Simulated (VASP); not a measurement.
# SnSe (Fm-3m) in VASP: notebook

The runs below take SnSe through single point, with r2SCAN.

Program: VASP 6.6.1. These are calculated values, not measurements. Logs are shortened: lines on timing, memory, paths and dates and some standing lists are left out, and cuts for length are marked.

## Step 1: Starting point

The structure is cubic, space group Fm-3m (No. 225). Conventional cell: a = 6.020 Å, b = 6.020 Å, c = 6.020 Å, α = 90.00°, β = 90.00°, γ = 90.00°. Around Sn (site symmetry m-3m) lie 6 Se at 3.01 Å. Se (site symmetry m-3m) is surrounded by 6 Sn at 3.01 Å.

Measurements of this composition are mostly on another form, of space group No. 62.

## Step 2: Single point, r2SCAN

Contents of INCAR:

```
SYSTEM = SnSe
  ADDGRID = .FALSE.
  ALGO = Normal
  EDIFF = 1E-7
  ENCUT = 400
  ISIF = 2
  ISMEAR = 0
  LASPH = .TRUE.
  LCHARG = .FALSE.
  LMIXTAU = .TRUE.
  LREAL = .FALSE.
  LWAVE = .FALSE.
  METAGGA = R2SCAN
  NBANDS = 17
  NELM = 100
  PREC = Low
  SIGMA = 0.05
```

Contents of KPOINTS:

```
k-points
0
G
  6 6 6
  0 0 0
```

Contents of POSCAR:

```
SnSe
1.0
    0.0000000000      3.0100000000      3.0100000000
    3.0100000000      0.0000000000      3.0100000000
    3.0100000000      3.0100000000      0.0000000000
Sn Se
1 1
Direct
    0.0000000000      0.0000000000      0.0000000000
    0.5000000000      0.5000000000      0.5000000000
```

Potentials or basis: VASP PAW PBE potentials, release 64 (Sn_d, Se).

On the command line:

```bash
$ cat potpaw_PBE.64/Sn_d/POTCAR potpaw_PBE.64/Se/POTCAR > POTCAR
$ mpirun -np 1 vasp_std > vasp.out
```

OUTCAR:

```text
SYSTEM = SnSe
   EDIFF = 1E-7
   ENCUT = 400
   ISIF = 2
   ISMEAR = 0
   LASPH = .TRUE.
   LREAL = .FALSE.
   METAGGA = R2SCAN
   NELM = 100
   PREC = Low

 Found     16 irreducible k-points:

 Following reciprocal coordinates:
            Coordinates               Weight
  0.000000  0.000000  0.000000      1.000000
  0.166667  0.000000  0.000000      8.000000
  0.333333  0.000000  0.000000      8.000000
  0.500000  0.000000  0.000000      4.000000
  0.166667  0.166667  0.000000      6.000000
  0.333333  0.166667  0.000000     24.000000
   k-points           NKPTS =     16   k-points in BZ     NKDIM =     16   number of bands    NBANDS=     17
   number of dos      NEDOS =    301   number of ions     NIONS =      2
   total plane-waves  NPLWV =  13824
   dimension x,y,z NGX =    24 NGY =   24 NGZ =   24
   dimension x,y,z NGXF=    24 NGYF=   24 NGZF=   24
   ions per type =               1   1
   NGX,Y,Z   is equivalent  to a cutoff of   9.37,  9.37,  9.37 a.u.
   NGXF,Y,Z  is equivalent  to a cutoff of   9.37,  9.37,  9.37 a.u.
 SYSTEM =  SnSe
   PREC   = low       normal or accurate (medium, high low for compatibility)
   ISTART =      0    job   : 0-new  1-cont  2-samecut
   ICHARG =      2    charge: 1-file 2-atom 10-const
   ISPIN  =      1    spin polarized calculation?
   LNONCOLLINEAR =      F non collinear calculations
   LSORBIT =      F    spin-orbit coupling
   LASPH  =      T    aspherical Exc in radial PAW
   ENCUT  =  400.0 eV  29.40 Ry    5.42 a.u.   6.94  6.94  6.94*2*pi/ulx,y,z
   NELM   =    100;   NELMIN=  2; NELMDL= -5     # of ELM steps
   EDIFF  = 0.1E-06   stopping-criterion for ELM
   LREAL  =      F    real-space projection
   EDIFFG = 0.1E-05   stopping-criterion for IOM
   NSW    =      0    number of steps for IOM
   IBRION =     -1    ionic relax: 0-MD 1-quasi-New 2-CG
   NFREE  =      0    steps in history (QN), initial steepest desc. (CG)
   ISIF   =      2    stress and relaxation
   ISYM   =      2    0-nonsym 1-usesym 2-fastsym
   POTIM  = 0.5000    time-step for ionic-motion
   TEBEG  =    0.0;   TEEND  =   0.0 temperature during run
   PSTRESS=    0.0 pullay stress
   NELECT =      20.0000    total number of electrons
   NUPDOWN=      -1.0000    fix difference up-down
   EMIN   =  10.00;   EMAX   =-10.00  energy-range for DOS
   EFERMI =   0.00;   METHOD = LEGACY
   ISMEAR =     0;   SIGMA  =   0.05  broadening in eV -4-tet -1-fermi 0-gaus
   EFERMI_NEDOS =   21; number of points for ismear=-14 and -15
   IALGO  =     38    algorithm
   IMIX   =      4    mixing-type and parameters
     AMIX     =   0.40;   BMIX     =  1.00
     AMIX_MAG =   1.60;   BMIX_MAG =  1.00
  volume/ion in A,a.u.               =      27.27       184.03
  Fermi-wavevector in a.u.,A,eV,Ry     =   1.171768  2.214321 18.681350  1.373040
  Thomas-Fermi vector in A             =   2.308207
   LORBIT       =      0    0 simple, 1 ext, 2 COOP (PROOUT), +10 PAW based schemes
   METAGGA = R2SCAN    functional components
   LHFCALC =     F    Hartree Fock is set to
   AEXX    =    0.0000 exact exchange contribution
   IVDW    =     0    specifies the selected vdW correction
   LEPSILON=     F    determine dielectric tensor
   LRPA    =     F    only Hartree local field effects (RPA)
 non-spin polarized calculation
 Gauss-broadening in eV      SIGMA  =   0.05
  energy-cutoff  :      400.00
  volume of cell :       54.54
 maximum number of plane-waves:      1002
   NGX = 13   NGY = 13   NGZ = 13

 number of electron      19.9999690 magnetization

 Free energy of the ion-electron system (eV)
  ---------------------------------------------------
  ext. energy  EPLUGINS =         0.00000000
  ---------------------------------------------------
  free energy    TOTEN  =       -39.89663324 eV

  energy without entropy =      -39.89663324  energy(sigma->0) =      -39.89663324

 E-fermi :   5.9142     XC(G=0): -10.1967

 val. band max:        5.7017093178   @ k =   0.5000   0.0000   0.0000
 cond. band min:       6.1560635424   @ k =   0.5000   0.0000   0.0000
 fundamental gap:      0.4543542246
 Fermi energy:         5.9141521533

 k-point     1 :       0.0000    0.0000    0.0000
  band No.  band energies     occupation
      1     -16.8505      2.00000
      2     -16.8505      2.00000
      3     -16.8471      2.00000
      4     -16.8461      2.00000
      5     -16.8461      2.00000
      6      -9.0326      2.00000
[... 9 lines left out ...]
     16      11.7455      0.00000
     17      14.0164      0.00000

 k-point     2 :       0.1667    0.0000    0.0000
  band No.  band energies     occupation
      1     -16.8527      2.00000
      2     -16.8515      2.00000
      3     -16.8462      2.00000
      4     -16.8443      2.00000
      5     -16.8429      2.00000
      6      -8.8341      2.00000
[... 9 lines left out ...]
     16      12.3918      0.00000
     17      15.7829      0.00000

 k-point     3 :       0.3333    0.0000    0.0000
  band No.  band energies     occupation
      1     -16.8572      2.00000
      2     -16.8555      2.00000
      3     -16.8452      2.00000
      4     -16.8379      2.00000
      5     -16.8362      2.00000
      6      -8.3596      2.00000
[... 9 lines left out ...]
     16      14.0824      0.00000
     17      17.9796      0.00000

 k-point     4 :       0.5000    0.0000    0.0000
  band No.  band energies     occupation
      1     -16.8594      2.00000
      2     -16.8576      2.00000
      3     -16.8446      2.00000
      4     -16.8346      2.00000
      5     -16.8329      2.00000
      6      -8.0618      2.00000
[... 9 lines left out ...]
     16      16.1960      0.00000
     17      16.1967      0.00000

 k-point     5 :       0.1667    0.1667    0.0000
  band No.  band energies     occupation
      1     -16.8557      2.00000
      2     -16.8486      2.00000
      3     -16.8481      2.00000
      4     -16.8427      2.00000
      5     -16.8422      2.00000
      6      -8.7674      2.00000
[... 9 lines left out ...]
     16      13.4821      0.00000
     17      14.3847      0.00000

 k-point     6 :       0.3333    0.1667    0.0000
  band No.  band energies     occupation
      1     -16.8618      2.00000
      2     -16.8496      2.00000
      3     -16.8476      2.00000
      4     -16.8389      2.00000
      5     -16.8363      2.00000
      6      -8.3806      2.00000
[... 9 lines left out ...]
     16      15.0051      0.00000
     17      16.5958      0.00000

 [... further k-points ...]

------------------------ aborting loop because EDIFF is reached ----------------------------------------

  FORCE on cell =-STRESS in cart. coord.  units (eV):
  Direction    XX          YY          ZZ          XY          YZ          ZX
  --------------------------------------------------------------------------------------
  -------------------------------------------------------------------------------------
  Total       -0.0563857     -0.0563857     -0.0563857      0.0000000     -0.0000000      0.0000000
  in kB       -1.6563429     -1.6563429     -1.6563429      0.0000000     -0.0000000      0.0000000
  external PRESSURE =      -1.6563429 kB  Pullay stress =       0.0000000 kB

 VOLUME and BASIS-vectors are now :
 -----------------------------------------------------------------------------
  energy-cutoff  :      400.00
  volume of cell :       54.54
      direct lattice vectors                 reciprocal lattice vectors
     0.000000000  3.010000000  3.010000000    -0.166112957  0.166112957  0.166112957
     3.010000000  0.000000000  3.010000000     0.166112957 -0.166112957  0.166112957
     3.010000000  3.010000000  0.000000000     0.166112957  0.166112957 -0.166112957

 POSITION                                       TOTAL-FORCE (eV/Angst)
 -----------------------------------------------------------------------------------
      0.00000      0.00000      0.00000         0.000000     -0.000000      0.000000
      3.01000      3.01000      3.01000        -0.000000      0.000000     -0.000000
 -----------------------------------------------------------------------------------
    total drift:                               -0.000000     -0.000000      0.000000

  FREE ENERGIE OF THE ION-ELECTRON SYSTEM (eV)
  ---------------------------------------------------
  free  energy   TOTEN  =       -39.8966332436 eV

  energy  without entropy=      -39.8966332436  energy(sigma->0) =      -39.89663324
```

Run time: 26 s. Hardware: 1 thread of Intel Xeon Platinum 8488C (Sapphire Rapids), shared host; peak memory 0.11 GiB.

These settings aren't checked as converged: the numbers below hold their error.

What came out:

* Free energy: -39.8966 eV
* Pressure: -0.2 GPa
* Band gap on the k mesh: 0.45 eV, direct

Caveat: the PAW data sets were made with another functional, which shifts forces and pressure a little; spin-orbit coupling is left out, which moves the levels of the heavy elements.

## Step 3: Single point, r2SCAN

INCAR, as its differences from that of step 2:

```diff
@@ -15,3 +15,3 @@
   NELM = 100
-  PREC = Low
+  PREC = Normal
   SIGMA = 0.05
```

KPOINTS is that of step 2.

POSCAR is that of step 2.

Potentials or basis: VASP PAW PBE potentials, release 64 (Sn_d, Se).

On the command line:

```bash
$ cat potpaw_PBE.64/Sn_d/POTCAR potpaw_PBE.64/Se/POTCAR > POTCAR
$ mpirun -np 1 vasp_std > vasp.out
```

Run time: 27 s. Hardware: 1 thread of Intel Xeon Platinum 8488C (Sapphire Rapids), shared host; peak memory 0.14 GiB.

These settings aren't checked as converged: the numbers below hold their error.

What came out:

| Property | Result |
| --- | --- |
| Free energy | -39.8885 eV |
| Pressure | -0.5 GPa |
| Band gap on the k mesh | 0.45 eV, direct |

Caveat: the PAW data sets were made with another functional, which shifts forces and pressure a little; spin-orbit coupling is left out, which moves the levels of the heavy elements.

## Step 4: Single point, r2SCAN

INCAR, as its differences from that of step 3:

```diff
@@ -10,3 +10,3 @@
   LMIXTAU = .TRUE.
-  LREAL = .FALSE.
+  LREAL = Auto
   LWAVE = .FALSE.
@@ -15,3 +15,3 @@
   NELM = 100
-  PREC = Normal
+  PREC = Accurate
   SIGMA = 0.05
```

KPOINTS is that of step 3.

POSCAR is that of step 3.

Potentials or basis: VASP PAW PBE potentials, release 64 (Sn_d, Se).

On the command line:

```bash
$ cat potpaw_PBE.64/Sn_d/POTCAR potpaw_PBE.64/Se/POTCAR > POTCAR
$ mpirun -np 1 vasp_std > vasp.out
```

OUTCAR:

```text
SYSTEM = SnSe
   EDIFF = 1E-7
   ENCUT = 400
   ISIF = 2
   ISMEAR = 0
   LASPH = .TRUE.
   LREAL = Auto
   METAGGA = R2SCAN
   NELM = 100
   PREC = Accurate

 Found     16 irreducible k-points:

 Following reciprocal coordinates:
            Coordinates               Weight
  0.000000  0.000000  0.000000      1.000000
  0.166667  0.000000  0.000000      8.000000
  0.333333  0.000000  0.000000      8.000000
  0.500000  0.000000  0.000000      4.000000
  0.166667  0.166667  0.000000      6.000000
  0.333333  0.166667  0.000000     24.000000
   k-points           NKPTS =     16   k-points in BZ     NKDIM =     16   number of bands    NBANDS=     17
[... 197 lines left out ...]
  FORCE on cell =-STRESS in cart. coord.  units (eV):
  Direction    XX          YY          ZZ          XY          YZ          ZX
  --------------------------------------------------------------------------------------
  -------------------------------------------------------------------------------------
  Total       -0.1471307     -0.1471307     -0.1471307      0.0000000      0.0000000     -0.0000000
  in kB       -4.3219971     -4.3219971     -4.3219971      0.0000000      0.0000000     -0.0000000
  external PRESSURE =      -4.3219971 kB  Pullay stress =       0.0000000 kB

 VOLUME and BASIS-vectors are now :
 -----------------------------------------------------------------------------
  energy-cutoff  :      400.00
  volume of cell :       54.54
      direct lattice vectors                 reciprocal lattice vectors
     0.000000000  3.010000000  3.010000000    -0.166112957  0.166112957  0.166112957
     3.010000000  0.000000000  3.010000000     0.166112957 -0.166112957  0.166112957
     3.010000000  3.010000000  0.000000000     0.166112957  0.166112957 -0.166112957

 POSITION                                       TOTAL-FORCE (eV/Angst)
 -----------------------------------------------------------------------------------
      0.00000      0.00000      0.00000         0.000000     -0.000000      0.000000
      3.01000      3.01000      3.01000        -0.000000      0.000000     -0.000000
 -----------------------------------------------------------------------------------
    total drift:                               -0.000000      0.000000      0.000000

  FREE ENERGIE OF THE ION-ELECTRON SYSTEM (eV)
  ---------------------------------------------------
  free  energy   TOTEN  =       -39.8892397368 eV

  energy  without entropy=      -39.8892397367  energy(sigma->0) =      -39.88923974
```

OSZICAR:

```text
N       E                     dE             d eps       ncg     rms          rms(c)
DAV:   1     0.942549830165E+02    0.94255E+02   -0.87579E+03   552   0.125E+03
DAV:   2    -0.312850185314E+02   -0.12554E+03   -0.12183E+03   584   0.328E+02
DAV:   3    -0.430671304345E+02   -0.11782E+02   -0.11720E+02   678   0.929E+01
[... 15 lines left out ...]
DAV:  19    -0.398892405498E+02   -0.10340E-05   -0.11895E-07   488   0.265E-03    0.309E-04
DAV:  20    -0.398892394954E+02    0.10545E-05   -0.39128E-08   331   0.208E-03    0.198E-04
DAV:  21    -0.398892398818E+02   -0.38643E-06   -0.17481E-08   304   0.131E-03    0.180E-04
DAV:  22    -0.398892396997E+02    0.18205E-06   -0.36862E-09   288   0.692E-04    0.978E-05
DAV:  23    -0.398892397368E+02   -0.37011E-07   -0.59396E-10   276   0.276E-04
   1 F= -.39889240E+02 E0= -.39889240E+02  d E =-.724210E-11
```

stdout:

```text
POSCAR found type information on POSCAR SnSe
 POSCAR found :  2 types and       2 ions
 scaLAPACK will be used
 -----------------------------------------------------------------------------
|                                                                             |
|                                                                             |
|     You have a (more or less) 'small supercell' and for smaller cells       |
|     it is recommended to use the reciprocal-space projection scheme!        |
|     The real-space optimization is not efficient for small cells and it     |
|     is also less accurate ...                                               |
|     Therefore, set LREAL=.FALSE. in the INCAR file.                         |
|                                                                             |
 -----------------------------------------------------------------------------

 -----------------------------------------------------------------------------
|                                                                             |
|                                                                             |
|     You enforced a specific xc type in the INCAR file but a different       |
|     I HOPE YOU KNOW WHAT YOU ARE DOING!                                     |
|                                                                             |
 -----------------------------------------------------------------------------

 LDA part: xc-table for (None), standard interpolation
 POSCAR, INCAR and KPOINTS ok, starting setup
 FFT: planning ... GRIDC
 FFT: planning ... GRID_SOFT
 FFT: planning ... GRID
 WAVECAR not read
 entering main loop
```

Wall time 52 s (1 thread of Intel Xeon Platinum 8488C (Sapphire Rapids), shared host); peak memory 0.16 GiB.

These settings aren't checked as converged: the numbers below hold their error.

Results:

```
Free energy            : -39.8892 eV
Pressure               : -0.4 GPa
Band gap on the k mesh : 0.45 eV, direct
```

Caveat: the PAW data sets were made with another functional, which shifts forces and pressure a little; spin-orbit coupling is left out, which moves the levels of the heavy elements.

## Step 5: For comparison

An earlier run on the cell as given: functional PBEsol; potentials or basis VASP PAW PBE potentials, release 64 (Sn_d, Se); cutoff 520 eV; k mesh 8 × 8 × 8; occupations fermi-dirac, width 0.05 eV; no spin polarisation.

* Pressure: -1.9 GPa
* Band gap on the k mesh: 0.65 eV, direct
